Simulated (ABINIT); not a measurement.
# Sn (Immm) in ABINIT: notebook, part 2 of 2

ABINIT 10.8.3 (patched build).

## 4. Single point, PBE

run.abi reads:

```
# Pseudopotentials
pp_dirpath "./"
pseudos "Sn.upf"

# Structure
acell 3*1.0
rprim
    -3.2626858535     3.3552975514     4.4188259657
     3.2626858535    -3.3552975514     4.4188259657
     3.2626858535     3.3552975514    -4.4188259657
ntypat 1
znucl 50
natom 1
typat 1
xcart
     0.0000000000     0.0000000000     0.0000000000
chkprim 0
chksymtnons 0
tolsym 1.0e-6

# Plane-wave basis
ecut 36.0

# k points
kptopt 1
ngkpt 11 11 11
nshiftk 1
shiftk 0.0 0.0 0.0

# Exchange and correlation
ixc 11

# Bands and occupations
nband 11
occopt 3
tsmear 0.00183747

# SCF cycle
nstep 100
tolvrs 1.0e-10

# Output
iomode 3
prtwf 0
prteig 0
prtebands 0
enunit 2
prtden 1
prtvha 1
prtvclmb 1
prtpot 1
prtelf 1
```

Potentials or basis: PseudoDojo NC SR PBE v0.4.1 standard.

Started as:

```
> abinit run.abi > log 2>&1
```

run.abo:

```text
.Version 10.8.3 of ABINIT
 Symmetries : space group Im m m (# 71); Bravais oI (body-center ortho.)
================================================================================
 Values of the parameters that define the memory need of the present run
     intxc =       0    ionmov =       0      iscf =       7    lmnmax =       6
     lnmax =       6     mgfft =      36  mpssoang =       3    mqgrid =    3001
     natom =       1  nloc_mem =       1    nspden =       1   nspinor =       1
    nsppol =       1      nsym =       8    n1xccc =    2501    ntypat =       1
    occopt =       3   xclevel =       2
       mpw =        2012          nfft =       46656          nkpt =         216
================================================================================
================================================================================

--------------------------------------------------------------------------------
------------- Echo of variables that govern the present computation ------------
--------------------------------------------------------------------------------
 -outvars: echo values of preprocessed input variables --------
            acell      1.0000000000E+00  1.0000000000E+00  1.0000000000E+00 Bohr
              amu      1.18710000E+02
          chkprim           0
      chksymtnons           0
             ecut      3.60000000E+01 Hartree
           enunit           2
                       outvar_i_n : Printing only first  50 k-points.
              ixc          11
                       outvar_i_n : Printing only first  50 k-points.
         kptrlatt       11    0    0      0   11    0      0    0   11
          kptrlen      7.08020394E+01
            natom           1
            nband          11
            ngfft          36      36      36
             nkpt         216
            nstep         100
             nsym           8
           ntypat           1
                       prtocc : prtvol=0, do not print more k-points.
           occopt           3
        prtebands           0
           prteig           0
           prtelf           1
           prtpot           1
         prtvclmb           1
           prtvha           1
            prtwf           0
            rprim     -3.2626858535E+00  3.3552975514E+00  4.4188259657E+00
                       3.2626858535E+00 -3.3552975514E+00  4.4188259657E+00
                       3.2626858535E+00  3.3552975514E+00 -4.4188259657E+00
          spgroup          71
[... 120 lines left out ...]
       0.000000000000      0.000000000000      0.000000000000
 rms dE/dt=  0.0000E+00; max dE/dt=  0.0000E+00; dE/dt below (all hartree)
    1       0.000000000000      0.000000000000      0.000000000000

 cartesian coordinates (angstrom) at end:
    1      0.00000000000000     0.00000000000000     0.00000000000000

 cartesian forces (hartree/bohr) at end:
    1     -0.00000000000000    -0.00000000000000    -0.00000000000000
 frms,max,avg= 0.0000000E+00 0.0000000E+00   0.000E+00  0.000E+00  0.000E+00 h/b

 cartesian forces (eV/Angstrom) at end:
    1     -0.00000000000000    -0.00000000000000    -0.00000000000000
 frms,max,avg= 0.0000000E+00 0.0000000E+00   0.000E+00  0.000E+00  0.000E+00 e/A
 length scales=  1.000000000000  1.000000000000  1.000000000000 bohr
              =  0.529177210544  0.529177210544  0.529177210544 angstroms
 Fermi (or HOMO) energy (hartree) =   0.21445   Average Vxc (hartree)=  -0.37989
 Eigenvalues (hartree) for nkpt= 216  k points:
 kpt#   1, nband= 11, wtk=  0.00075, kpt=  0.0000  0.0000  0.0000 (reduced coord)
  -0.57868   -0.57813   -0.57741   -0.57636   -0.57511   -0.18123    0.47278    0.47825
   0.49283    0.61472    0.62238
      occupation numbers for kpt#   1
   2.00000    2.00000    2.00000    2.00000    2.00000    2.00000    0.00000    0.00000
   0.00000    0.00000    0.00000
 prteigrs : prtvol=0 or 1, do not print more k-points.

 Fermi (or HOMO) energy (eV) =   5.83545   Average Vxc (eV)= -10.33722
 Eigenvalues (   eV  ) for nkpt= 216  k points:
 kpt#   1, nband= 11, wtk=  0.00075, kpt=  0.0000  0.0000  0.0000 (reduced coord)
 -15.74678  -15.73175  -15.71209  -15.68364  -15.64963   -4.93143   12.86490   13.01381
  13.41061   16.72748   16.93570
 prteigrs : prtvol=0 or 1, do not print more k-points.

--- !EnergyTerms
iteration_state     : {dtset: 1, }
comment             : Components of total free energy in Hartree
kinetic             :  4.69383451249848E+01
hartree             :  1.71979700343513E+01
xc                  : -2.20253155073162E+01
Ewald energy        : -4.89324109239566E+01
psp_core            :  2.36238595931841E+00
local_psp           : -5.20072561762755E+01
non_local_psp       : -2.23392070405288E+01
internal            : -7.88054885294225E+01
'-kT*entropy'       : -1.29395662225603E-04
total_energy        : -7.88056179250847E+01
total_energy_eV     : -2.14441010771268E+03
band_energy         : -5.56290566345252E+00
...

 Cartesian components of stress tensor (hartree/bohr^3)
  sigma(1 1)=  1.18092488E-05  sigma(3 2)=  0.00000000E+00
  sigma(2 2)=  6.94619758E-05  sigma(3 1)=  0.00000000E+00
  sigma(3 3)=  2.15507383E-05  sigma(2 1)=  0.00000000E+00

-Cartesian components of stress tensor (GPa)         [Pressure= -1.0084E+00 GPa]
- sigma(1 1)=  3.47440094E-01  sigma(3 2)=  0.00000000E+00
- sigma(2 2)=  2.04364188E+00  sigma(3 1)=  0.00000000E+00
- sigma(3 3)=  6.34044611E-01  sigma(2 1)=  0.00000000E+00

== END DATASET(S) ==============================================================
================================================================================

 -outvars: echo values of variables after computation  --------
            acell      1.0000000000E+00  1.0000000000E+00  1.0000000000E+00 Bohr
           etotal     -7.8805617925E+01
            fcart     -0.0000000000E+00 -0.0000000000E+00 -0.0000000000E+00
            rprim     -3.2626858535E+00  3.3552975514E+00  4.4188259657E+00
                       3.2626858535E+00 -3.3552975514E+00  4.4188259657E+00
                       3.2626858535E+00  3.3552975514E+00 -4.4188259657E+00
           strten      1.1809248767E-05  6.9461975774E-05  2.1550738291E-05
                       0.0000000000E+00  0.0000000000E+00  0.0000000000E+00
 Calculation completed.
```

Wall time 2 min (1 thread of Arm Neoverse V1, shared host); peak memory 0.12 GiB.

What came out:

- Free energy: -2144.4101 eV
- Pressure: -1.0 GPa
- Band gap on the k mesh: none (metal or under the smearing width)
- Valence electrons inside the program's atomic spheres: Sn 10.53 (radii [1.0584] Å)

Stress tensor (GPa, compression positive):
```
-0.35  0.00  0.00
 0.00 -2.04  0.00
 0.00  0.00 -0.63
```

## 5. Single point, PBE

run.abi, as its differences from that of step 4:

```diff
@@ -21,3 +21,3 @@
 # Plane-wave basis
-ecut 36.0
+ecut 51.0
 
@@ -33,3 +33,3 @@
 # Bands and occupations
-nband 11
+nband 15
 occopt 3
```

Potentials or basis: PseudoDojo NC SR PBE v0.4 stringent.

Started as:

```
> abinit run.abi > log 2>&1
```

run.abo:

```text
.Version 10.8.3 of ABINIT
 Symmetries : space group Im m m (# 71); Bravais oI (body-center ortho.)
================================================================================
 Values of the parameters that define the memory need of the present run
     intxc =       0    ionmov =       0      iscf =       7    lmnmax =       6
     lnmax =       6     mgfft =      45  mpssoang =       3    mqgrid =    3001
     natom =       1  nloc_mem =       1    nspden =       1   nspinor =       1
    nsppol =       1      nsym =       8    n1xccc =    2501    ntypat =       1
    occopt =       3   xclevel =       2
       mpw =        3403          nfft =       91125          nkpt =         216
================================================================================
================================================================================

--------------------------------------------------------------------------------
------------- Echo of variables that govern the present computation ------------
--------------------------------------------------------------------------------
 -outvars: echo values of preprocessed input variables --------
            acell      1.0000000000E+00  1.0000000000E+00  1.0000000000E+00 Bohr
              amu      1.18710000E+02
          chkprim           0
      chksymtnons           0
             ecut      5.10000000E+01 Hartree
           enunit           2
                       outvar_i_n : Printing only first  50 k-points.
              ixc          11
                       outvar_i_n : Printing only first  50 k-points.
         kptrlatt       11    0    0      0   11    0      0    0   11
          kptrlen      7.08020394E+01
            natom           1
            nband          15
            ngfft          45      45      45
             nkpt         216
            nstep         100
             nsym           8
           ntypat           1
                       prtocc : prtvol=0, do not print more k-points.
           occopt           3
        prtebands           0
           prteig           0
           prtelf           1
           prtpot           1
         prtvclmb           1
           prtvha           1
            prtwf           0
            rprim     -3.2626858535E+00  3.3552975514E+00  4.4188259657E+00
                       3.2626858535E+00 -3.3552975514E+00  4.4188259657E+00
                       3.2626858535E+00  3.3552975514E+00 -4.4188259657E+00
          spgroup          71
           tolsym      1.00000000E-06
           tolvrs      1.00000000E-10
           tsmear      1.83747000E-03 Hartree
            typat      1
                       outvars : Printing only first  50 k-points.
            znucl       50.00000

================================================================================

 chkinp: Checking input parameters for consistency.

================================================================================
== DATASET  1 ==================================================================

--- !DatasetInfo
iteration_state: {dtset: 1, }
dimensions: {natom: 1, nkpt: 216, mband: 15, nsppol: 1, nspinor: 1, nspden: 1, mpw: 3403, }
cutoff_energies: {ecut:  51.0, pawecutdg:  -1.0, }
electrons: {nelect:   2.20000000E+01, charge:   0.00000000E+00, occopt:   3.00000000E+00, tsmear:   1.83747000E-03, }
meta: {optdriver: 0, ionmov: 0, optcell: 0, iscf: 7, paral_kgb: 0, }
...

 Exchange-correlation functional for the present dataset will be:
  GGA: Perdew-Burke-Ernzerhof functional - ixc=11
  J.P.Perdew, K.Burke, M.Ernzerhof, PRL 77, 3865 (1996)

 Real(R)+Recip(G) space primitive vectors, cartesian coordinates (Bohr,Bohr^-1):
 R(1)= -3.2626859  3.3552976  4.4188260  G(1)=  0.0000000  0.1490181  0.1131522
 R(2)=  3.2626859 -3.3552976  4.4188260  G(2)=  0.1532480  0.0000000  0.1131522
 R(3)=  3.2626859  3.3552976 -4.4188260  G(3)=  0.1532480  0.1490181  0.0000000
 Unit cell volume ucvol=  1.9349653E+02 bohr^3
 Angles (23,13,12)=  1.19084898E+02  1.17162588E+02  9.32893171E+01 degrees

 getcut: wavevector=  0.0000  0.0000  0.0000  ngfft=  45  45  45
         ecut(hartree)=     51.000   => boxcut(ratio)=   2.12671

[... 46 lines left out ...]
  sigma(3 3)=  1.98111983E-05  sigma(2 1)=  0.00000000E+00

--- !ResultsGS
iteration_state: {dtset: 1, }
comment   : Summary of ground state results
lattice_vectors:
- [ -3.2626859,   3.3552976,   4.4188260, ]
- [  3.2626859,  -3.3552976,   4.4188260, ]
- [  3.2626859,   3.3552976,  -4.4188260, ]
lattice_lengths: [   6.43655,    6.43655,    6.43655, ]
lattice_angles: [119.085, 117.163,  93.289, ] # degrees, (23, 13, 12)
lattice_volume:   1.9349653E+02
convergence: {deltae:  5.514E-12, res2:  2.693E-11, residm:  1.081E-04, diffor: null, }
etotal    :  -2.21569669E+02
entropy   :   0.00000000E+00
fermie    :   3.09329506E-01
cartesian_stress_tensor: # hartree/bohr^3
- [  9.99633046E-06,   0.00000000E+00,   0.00000000E+00, ]
- [  0.00000000E+00,   6.77533954E-05,   0.00000000E+00, ]
- [  0.00000000E+00,   0.00000000E+00,   1.98111983E-05, ]
pressure_GPa:  -9.5678E-01
xred      :
- [  0.0000E+00,   0.0000E+00,   0.0000E+00, Sn]
cartesian_forces: # hartree/bohr
- [ -0.00000000E+00,  -0.00000000E+00,  -0.00000000E+00, ]
force_length_stats: {min:   0.00000000E+00, max:   0.00000000E+00, mean:   0.00000000E+00, }
...

 Integrated electronic density in atomic spheres:
 ------------------------------------------------
 Atom  Sphere_radius  Integrated_density
    1        2.00000         18.50522923
================================================================================

 ----iterations are completed or convergence reached----

 Mean square residual over all n,k,spin=   14.011E-08; max=  10.813E-05
 reduced coordinates (array xred) for    1 atoms
       0.000000000000      0.000000000000      0.000000000000
 rms dE/dt=  0.0000E+00; max dE/dt=  0.0000E+00; dE/dt below (all hartree)
    1       0.000000000000      0.000000000000      0.000000000000

 cartesian coordinates (angstrom) at end:
    1      0.00000000000000     0.00000000000000     0.00000000000000

 cartesian forces (hartree/bohr) at end:
    1     -0.00000000000000    -0.00000000000000    -0.00000000000000
 frms,max,avg= 0.0000000E+00 0.0000000E+00   0.000E+00  0.000E+00  0.000E+00 h/b

 cartesian forces (eV/Angstrom) at end:
    1     -0.00000000000000    -0.00000000000000    -0.00000000000000
 frms,max,avg= 0.0000000E+00 0.0000000E+00   0.000E+00  0.000E+00  0.000E+00 e/A
 length scales=  1.000000000000  1.000000000000  1.000000000000 bohr
              =  0.529177210544  0.529177210544  0.529177210544 angstroms
 Fermi (or HOMO) energy (hartree) =   0.30933   Average Vxc (hartree)=  -0.38391
 Eigenvalues (hartree) for nkpt= 216  k points:
 kpt#   1, nband= 15, wtk=  0.00075, kpt=  0.0000  0.0000  0.0000 (reduced coord)
  -4.45220   -2.82701   -2.82687   -2.82671   -0.48351   -0.48297   -0.48227   -0.48122
  -0.47992   -0.08628    0.56775    0.57314    0.58788    0.70456    0.71718
      occupation numbers for kpt#   1
   2.00000    2.00000    2.00000    2.00000    2.00000    2.00000    2.00000    2.00000
   2.00000    2.00000    0.00000    0.00000    0.00000    0.00000    0.00000
 prteigrs : prtvol=0 or 1, do not print more k-points.

 Fermi (or HOMO) energy (eV) =   8.41728   Average Vxc (eV)= -10.44671
 Eigenvalues (   eV  ) for nkpt= 216  k points:
 kpt#   1, nband= 15, wtk=  0.00075, kpt=  0.0000  0.0000  0.0000 (reduced coord)
-121.15059  -76.92693  -76.92298  -76.91860  -13.15706  -13.14236  -13.12331  -13.09467
 -13.05939   -2.34771   15.44933   15.59586   15.99705   19.17202   19.51556
 prteigrs : prtvol=0 or 1, do not print more k-points.

--- !EnergyTerms
iteration_state     : {dtset: 1, }
comment             : Components of total free energy in Hartree
kinetic             :  7.69375938772613E+01
hartree             :  7.16484256371862E+01
xc                  : -2.69905499226221E+01
Ewald energy        : -1.20833096363239E+02
psp_core            :  3.10516775510113E+00
local_psp           : -2.19454658960564E+02
non_local_psp       : -5.98242158558760E+00
internal            : -2.21569539562464E+02
'-kT*entropy'       : -1.29644729596783E-04
total_energy        : -2.21569669207194E+02
total_energy_eV     : -6.02921784919119E+03
band_energy         : -3.00973276106667E+01
...

 Cartesian components of stress tensor (hartree/bohr^3)
  sigma(1 1)=  9.99633046E-06  sigma(3 2)=  0.00000000E+00
  sigma(2 2)=  6.77533954E-05  sigma(3 1)=  0.00000000E+00
  sigma(3 3)=  1.98111983E-05  sigma(2 1)=  0.00000000E+00

-Cartesian components of stress tensor (GPa)         [Pressure= -9.5678E-01 GPa]
- sigma(1 1)=  2.94102196E-01  sigma(3 2)=  0.00000000E+00
- sigma(2 2)=  1.99337371E+00  sigma(3 1)=  0.00000000E+00
- sigma(3 3)=  5.82865578E-01  sigma(2 1)=  0.00000000E+00

== END DATASET(S) ==============================================================
================================================================================

 -outvars: echo values of variables after computation  --------
            acell      1.0000000000E+00  1.0000000000E+00  1.0000000000E+00 Bohr
           etotal     -2.2156966921E+02
            fcart     -0.0000000000E+00 -0.0000000000E+00 -0.0000000000E+00
            rprim     -3.2626858535E+00  3.3552975514E+00  4.4188259657E+00
                       3.2626858535E+00 -3.3552975514E+00  4.4188259657E+00
                       3.2626858535E+00  3.3552975514E+00 -4.4188259657E+00
           strten      9.9963304638E-06  6.7753395356E-05  1.9811198329E-05
                       0.0000000000E+00  0.0000000000E+00  0.0000000000E+00
 Calculation completed.
```

Wall time 5.4 min (1 thread of Arm Neoverse V1, shared host); peak memory 0.24 GiB.

What came out:

| Quantity | Value |
| --- | --- |
| Free energy | -6029.2178 eV |
| Pressure | -1.0 GPa |
| Band gap on the k mesh | none (metal or under the smearing width) |
| Valence electrons inside the program's atomic spheres | Sn 18.51 (radii [1.0584] Å) |

Stress tensor (GPa, compression positive):
```
-0.29  0.00  0.00
 0.00 -1.99  0.00
 0.00  0.00 -0.58
```

## 6. Single point, PBE

run.abi, as its differences from that of step 5:

```diff
@@ -21,3 +21,3 @@
 # Plane-wave basis
-ecut 51.0
+ecut 36.0
 
@@ -33,3 +33,3 @@
 # Bands and occupations
-nband 15
+nband 11
 occopt 3
```

Potentials or basis: PseudoDojo NC SR PBE v0.5 standard.

Started as:

```
> abinit run.abi > log 2>&1
```

Run time: 2 min. Hardware: 1 thread of Arm Neoverse V1, shared host; peak memory 0.13 GiB.

The run converged. Its results:

```
Free energy                                           : -2144.4101 eV
Pressure                                              : -1.0 GPa
Band gap on the k mesh                                : none (metal or under the smearing width)
Valence electrons inside the program's atomic spheres : Sn 10.53 (radii [1.0584] Å)
```

Stress tensor (GPa, compression positive):
```
-0.35  0.00  0.00
 0.00 -2.04  0.00
 0.00  0.00 -0.63
```

Levels at points of the mesh, in eV from the Fermi level:
```
           k point  band 3  band 4  band 5  band 6  band 7  band 8  band 9  band 10  band 11
(0.00, 0.00, 0.00)  -21.55  -21.52  -21.49  -10.77    7.03    7.18    7.58    10.89    11.10
```

## 7. Overview

```csv
task,level,potentials or basis,cell,k mesh,cutoff (eV),cell freedom (optcell),cutoff smearing ecutsm (Ha),optimiser (ionmov),force stop (Ha/bohr),fine-grid cutoff,gap on the mesh (eV),pressure (GPa),relaxed volume (Å³/atom)
relaxation of cell and atoms,PBE+D3(BJ),JTH PAW PBE v2.0,relaxed,9 × 9 × 9,599,2,0.5,2,0.0002,1197.3 eV,none,0.0,26.93
relaxation of cell and atoms,PBE+D2,JTH PAW PBE v2.0,relaxed,9 × 9 × 9,599,2,0.5,2,0.0002,1197.3 eV,none,0.0,29.45
single point,PBE,PseudoDojo NC SR PBE v0.4.1 standard,as given,11 × 11 × 11,980,-,-,-,-,-,none,-1.0,-
single point,PBE,PseudoDojo NC SR PBE v0.4 stringent,as given,11 × 11 × 11,1388,-,-,-,-,-,none,-1.0,-
single point,PBE,PseudoDojo NC SR PBE v0.5 standard,as given,11 × 11 × 11,980,-,-,-,-,-,none,-1.0,-
```

Alike in all rows: no spin polarisation; smearing fermi-dirac 0.05 eV.

Caveats: pairwise dispersion overbinds metals, which lowers pressure and volume (some runs).

Total energies depend on the potentials used, so only differences within one code and one set of settings carry meaning.
